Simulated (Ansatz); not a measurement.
# PbSe (Clausthalite): the cost of one run

Method: DFT PBEsol, scalar-relativistic, plane waves, PAW, in Ansatz 0.2.0.

1 further run of the same task is left out (set aside as unsound or not needed).

### 1 The system as given

The structure is cubic, space group Fm-3m (No. 225). Conventional cell: a = 6.103 Å, b = 6.103 Å, c = 6.103 Å, α = 90.00°, β = 90.00°, γ = 90.00°. Pb (site symmetry m-3m) has 6 Se at 3.05 Å as nearest neighbours. Se (site symmetry m-3m) is surrounded by 6 Pb at 3.05 Å.

As a file:

```cif
data_structure
_symmetry_space_group_name_H-M 'P 1'
_symmetry_Int_Tables_number 1
_cell_length_a 4.3155
_cell_length_b 4.3155
_cell_length_c 4.3155
_cell_angle_alpha 60.000
_cell_angle_beta 60.000
_cell_angle_gamma 60.000
_cell_volume 56.83
loop_
_atom_site_label
_atom_site_type_symbol
_atom_site_fract_x
_atom_site_fract_y
_atom_site_fract_z
_atom_site_occupancy
Pb1 Pb 0.00000 0.00000 0.00000 1
Se1 Se 0.50000 0.50000 0.50000 1
```

This cell was relaxed beforehand with the same method: volume 28.42 Å³/atom, gap on the mesh 0.17 eV.

The bulk reference comes from a run made before at the same settings: -8590.1075 eV/atom.

### 2 The (100) slab

Miller indices refer to the conventional cell of the relaxed bulk, Fm-3m (No. 225): a = 6.103 Å, b = 6.103 Å, c = 6.103 Å, α = 90.00°, β = 90.00°, γ = 90.00°.

Cut from the relaxed bulk: a (100) slab, 3.1 Å thick as cut, with 15 Å of vacuum; its outer planes are PbSe (top) and PbSe (bottom).

The slab as cut. Its planes from the bottom up:

```csv
plane,atoms per cell,height over the lowest (Å)
1,PbSe,0.00
2,PbSe,3.05
```

### 3 Single point on the unrelaxed (100) slab

A dipole layer in the vacuum cancels the field that periodic copies would set up if the slab's two faces differ.

The input, input.yaml:

```yaml
crystal:
  lattice:
    - [4.3155464023, 0.0, 0.0]
    - [0.0, 4.3155464023, 0.0]
    - [0.0, 0.0, 18.0515521256]
  atoms:
    - { symbol: Pb, position: [0.5, 0.5, 0.4154767384] }
    - { symbol: Se, position: [0.0, 0.0, 0.4154767384] }
    - { symbol: Pb, position: [0.0, 0.0, 0.5845232616] }
    - { symbol: Se, position: [0.5, 0.5, 0.5845232616] }
basis:
  ecutwfc: 420
kpoints:
  mp_grid: { grid: [8, 8, 1] }
hamiltonian:
  xc: pbesol
scf:
  occupations: { method: gaussian, width: 0.05 }
output:
  forces: true
  stress: true
  eigenvalues: true
  write_density: true
  write_potential: true
  elf: true
  volumetric_format: npy
efield:
  axis: 3
  dipole_correction: true
```

The run is started by

```bash
$ ansatz run input.yaml --threads 1 --pin off --max-ram 2560MiB --backend cpu --events-out ev --progress --plain --runs-dir out
```

Q: Estimate wall time and peak memory on 1 thread of Intel Xeon at 2.70GHz, shared host.

About 28 s, with a peak of 0.53 GiB.
